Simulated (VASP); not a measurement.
## Ge in VASP 6.6.1, single-point calculation

INCAR

```
PREC = Accurate
ENCUT = 520
NBANDS = 21
ISMEAR = -1
ISIF = 2
IBRION = -1
LREAL = .FALSE.
METAGGA = TPSS
NELM = 76
LCHARG = .FALSE.
LWAVE = .FALSE.
SIGMA = 0.02
LASPH = .TRUE.
EDIFF = 1E-7
NSW = 0
```

KPOINTS

```
KPOINTS created by Atomic Simulation Environment
0
Gamma
8 8 8
0 0 0
```

POSCAR

```
Ge
 1.0000000000000000
     0.0000000000000000    2.8085047770000000    2.8085047770000000
     2.8085047770000000    0.0000000000000000    2.8085047770000000
     2.8085047770000000    2.8085047770000000    0.0000000000000000
 Ge
   2
Cartesian
  0.0000000000000000  0.0000000000000000  0.0000000000000000
  1.4042523885000000  1.4042523885000000  1.4042523885000000
```

The recommended PBE PAW datasets give the neutral cell 28 valence electrons.

Command

```
mpirun -np 1 vasp_std
```

OSZICAR

```
N       E                     dE             d eps       ncg     rms          rms(c)
DAV:   1     0.169083510734E+03    0.16908E+03   -0.15341E+04  1301   0.380E+03
DAV:   2    -0.177724678910E+01   -0.17086E+03   -0.16604E+03  1223   0.626E+02
DAV:   3    -0.295024573961E+02   -0.27725E+02   -0.27505E+02  1423   0.154E+02
DAV:   4    -0.304168339553E+02   -0.91438E+00   -0.91382E+00  1408   0.334E+01
DAV:   5    -0.304298367976E+02   -0.13003E-01   -0.13003E-01  1388   0.433E+00    0.478E+00
DAV:   6    -0.254368680343E+02    0.49930E+01   -0.90285E+00  1452   0.446E+01    0.250E+00
DAV:   7    -0.254665385179E+02   -0.29670E-01   -0.23750E-01  1695   0.665E+00    0.109E+00
DAV:   8    -0.254684366934E+02   -0.18982E-02   -0.29447E-02  1288   0.136E+00    0.862E-02
DAV:   9    -0.254683823421E+02    0.54351E-04   -0.12767E-03  1518   0.531E-01    0.541E-02
DAV:  10    -0.254688947213E+02   -0.51238E-03   -0.15024E-03  1303   0.478E-01    0.335E-02
DAV:  11    -0.254688798172E+02    0.14904E-04   -0.12011E-04  1624   0.200E-01    0.114E-02
DAV:  12    -0.254688802085E+02   -0.39130E-06   -0.46430E-05  1590   0.105E-01    0.372E-03
DAV:  13    -0.254688821496E+02   -0.19412E-05   -0.52496E-06  1358   0.289E-02    0.108E-03
DAV:  14    -0.254688821810E+02   -0.31340E-07   -0.19840E-07  1131   0.778E-03
   1 F= -.25468882E+02 E0= -.25468880E+02  d E =-.357079E-05
```

Standard output (part)

```
POSCAR found type information on POSCAR Ge
 POSCAR found :  1 types and       2 ions
 LDA part: xc-table for (None), standard interpolation
 POSCAR, INCAR and KPOINTS ok, starting setup
 WAVECAR not read
 entering main loop
```

From OUTCAR

```
k-points           NKPTS =     29   k-points in BZ     NKDIM =     29   number of bands    NBANDS=     21

   NELECT =      28.0000    total number of electrons

   dimension x,y,z NGX =    30 NGY =   30 NGZ =   30
   dimension x,y,z NGXF=    60 NGYF=   60 NGZF=   60

  energy-cutoff  :      520.00
  volume of cell :       44.31
      direct lattice vectors                 reciprocal lattice vectors
     0.000000000  2.808504777  2.808504777    -0.178030675  0.178030675  0.178030675
     2.808504777  0.000000000  2.808504777     0.178030675 -0.178030675  0.178030675
     2.808504777  2.808504777  0.000000000     0.178030675  0.178030675 -0.178030675

 k-points in reciprocal lattice and weights: KPOINTS created by Atomic Simulation Env
   0.00000000  0.00000000  0.00000000       0.002
   0.12500000  0.00000000  0.00000000       0.016
   0.25000000  0.00000000  0.00000000       0.016
   0.37500000  0.00000000  0.00000000       0.016
   0.50000000  0.00000000  0.00000000       0.008
   0.12500000  0.12500000  0.00000000       0.012
   0.25000000  0.12500000  0.00000000       0.047
   0.37500000  0.12500000  0.00000000       0.047
   ...

 E-fermi :   5.3422

 k-point     1 :       0.0000    0.0000    0.0000
  band No.  band energies     occupation
      1     -20.0099      2.00000
      2     -20.0099      2.00000
      3     -20.0099      2.00000
      4     -19.9727      2.00000
      5     -19.9727      2.00000
      6     -19.7494      2.00000
      7     -19.7494      2.00000
      8     -19.7494      2.00000
      9     -19.7332      2.00000
     10     -19.7332      2.00000
     11      -7.9476      2.00000
     12       5.2027      1.99813
     13       5.2027      1.99813
     14       5.2027      1.99813
     15       5.5494      0.00006
     16       7.8225      0.00000
     17       7.8225      0.00000
     18       7.8225      0.00000
     19      11.6218      0.00000
     20      14.8338      0.00000
     21      14.8338      0.00000

 k-point     2 :       0.1250    0.0000    0.0000
  band No.  band energies     occupation
      1     -20.0180      2.00000
      2     -20.0180      2.00000
      3     -20.0065      2.00000
      4     -19.9589      2.00000
      5     -19.9589      2.00000
      6     -19.7606      2.00000
      7     -19.7606      2.00000
      8     -19.7513      2.00000
      9     -19.7223      2.00000
     10     -19.7223      2.00000
     11      -7.7494      2.00000
     12       2.8696      2.00000
     13       4.8551      2.00000
     14       4.8552      2.00000
     15       6.4219      0.00000
     16       8.2899      0.00000
     17       8.2899      0.00000
     18       8.8333      0.00000
     19      12.6070      0.00000
     20      13.8998      0.00000
     21      13.8998      0.00000

 ...

  Total        0.2642776      0.2642776      0.2642776      0.0000000      0.0000000      0.0000000
  in kB        9.5568659      9.5568659      9.5568659      0.0000000      0.0000000      0.0000000
  external PRESSURE =       9.5568659 kB  Pullay stress =       0.0000000 kB

 POSITION                                       TOTAL-FORCE (eV/Angst)
 -----------------------------------------------------------------------------------
      0.00000      0.00000      0.00000        -0.000000      0.000000      0.000000
      1.40425      1.40425      1.40425         0.000000     -0.000000     -0.000000
 -----------------------------------------------------------------------------------
    total drift:                                0.000000      0.000000      0.000000

  FREE ENERGIE OF THE ION-ELECTRON SYSTEM (eV)
  ---------------------------------------------------
  free  energy   TOTEN  =       -25.4688821810 eV

  energy  without entropy=      -25.4688786102  energy(sigma->0) =      -25.46888040
```

It converged. Results: gap between bands v and c on the k mesh 0.29 eV; least direct gap on the k mesh 0.35 eV; pressure 1.0 GPa. Band v is the last that the valence electrons fill when counted band by band, and c is the next.

For comparison, a separate PBE run of the intended cell, on usual settings and not on those above, gives a gap of 0.24 eV on its mesh and a pressure of 5.2 GPa.

The run above took about 2 min on one core of a shared host (Intel Xeon Platinum 8488C) and held 0.17 GiB at most.
